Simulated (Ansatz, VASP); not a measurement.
# Ta: VASP beside Ansatz

```xyz
1
Lattice="-1.6513 1.6513 1.6513 1.6513 -1.6513 1.6513 1.6513 1.6513 -1.6513" Properties=species:S:1:pos:R:3 pbc="T T T"
Ta    0.0000    0.0000    0.0000
```

Alike in both runs: task relaxation of cell and atoms; functional PBEsol; k mesh 18 × 18 × 18; occupations gaussian, width 0.1 eV; no spin polarisation.

|  | VASP | Ansatz |
| --- | --- | --- |
| version | VASP 6.6.1 | Ansatz 0.2.0 |
| potentials or method | VASP PAW PBE potentials, release 64 (Ta_pv) | scalar-relativistic, plane waves, PAW |
| plane-wave cutoff (eV) | 600 | 420 |
| valence electrons in the cell | 11 | 13 |

|  | VASP | Ansatz | Ansatz less VASP |
| --- | --- | --- | --- |
| gap on the k mesh at the Fermi level, each at its own relaxed structure (eV) | none | none | - |
| relaxed volume (Å³/atom) | 17.67 | 17.65 | -0.015 |
| relaxed cell length with the largest relative difference (Å) | 2.842 | 2.841 | -0.0008 |
| energy change over the relaxation (meV/atom) | -4 | -5 | -0.4 |

A gap of «none» marks a metal or a gap that the smearing closes. The two sets of potentials don't hold the same shells in valence.

Caveats: the PAW data sets were made with another functional, which shifts forces and pressure a little (VASP). Spin-orbit coupling is left out, which matters for the levels of Ta.
